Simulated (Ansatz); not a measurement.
The system is PbF2 (Fluorocronite).

```
Pb F
1.0
     0.00000    2.96366    2.96366
     2.96366    0.00000    2.96366
     2.96366    2.96366    0.00000
Pb F
1 2
Direct
  0.00000 0.00000 0.00000
  0.75000 0.75000 0.75000
  0.25000 0.25000 0.25000
```

```yaml
Program: Ansatz 0.2.0
Task: single point
Functional: PBE
Potentials_or_basis: all-electron LAPW, scalar-relativistic
Cutoff: 261 eV (chosen from the basis error)
Basis_error_allowed: 0.001 eV/atom
k_mesh: 8 × 8 × 8
Occupations: fermi-dirac, width 0.05 eV
Spin: no spin polarisation
```

On this cell: pressure 2.7 GPa; largest force zero by symmetry; band gap on the k mesh 4.41 eV, indirect (least direct gap 4.56 eV).

The same run follows on a disturbed copy (atoms moved at random, drawn with an rms of 0.05 Å):

```
Pb F
1.0
     0.00000    2.96366    2.96366
     2.96366    0.00000    2.96366
     2.96366    2.96366    0.00000
Pb F
1 2
Direct
  0.98240 0.99974 0.00207
  0.75164 0.74372 0.76022
  0.26519 0.24966 0.24220
```

Problem. What changes?

Solution. The energy moves by +4.9 meV/atom; pressure 3.0 GPa; largest force 0.230 eV/Å; band gap on the k mesh 4.38 eV, indirect (least direct gap 4.56 eV).

Forces in eV/Å, atoms in the order of the input:
```
Pb  -0.034  0.138  0.125
F   -0.080 -0.088  0.068
F    0.114 -0.049 -0.193
```

Stress tensor (GPa, compression positive):
```
 2.97 -0.56  0.07
-0.56  3.00  0.47
 0.07  0.47  3.01
```

Caveats: spin-orbit coupling is left out, which as a rule narrows the gap of such compounds by several tenths of an eV.

A k mesh can miss the band edges.

The runs don't all hold the same shells in valence.
